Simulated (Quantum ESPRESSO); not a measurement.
## C in Quantum ESPRESSO: the effect of functional

The system is C.

```
CELL_PARAMETERS angstrom
0.00000 1.78337 1.78337
1.78337 0.00000 1.78337
1.78337 1.78337 0.00000
ATOMIC_POSITIONS crystal
C 0.75000 0.75000 0.75000
C 0.50000 0.50000 0.50000
```

This isn't the form of C at room conditions, which is graphite.

Alike in all runs:

```yaml
Program: Quantum ESPRESSO 7.5
Task: band structure
Potentials_or_basis: SG15 PBE 1.2
Cutoff: 1197 eV
Density_cutoff: 4789 eV
k_mesh: 13 × 13 × 13
Occupations: fermi-dirac, width 0.05 eV
Spin: no spin polarisation
```

One run gave: gap on the mesh 3.94 eV; pressure -2.2 GPa. Which functional did it use?
A. RPBE
B. revPBE
C. LDA
D. PBEsol
E. PBE

C.

| functional | gap on the mesh (eV) | pressure (GPa) |
| --- | --- | --- |
| LDA | 3.94 | -2.2 |
| PBEsol | 4.00 | -2.7 |
| PBE | 4.19 | 0.4 |
| RPBE | 4.26 | 1.9 |
| AM05 | 3.99 | -3.2 |
| revPBE | 4.24 | 1.4 |

Caveats: the potentials were made for another functional, which shifts forces and pressure (some runs).

A k mesh can miss the band edges.

Not every run made on this cell is shown here.
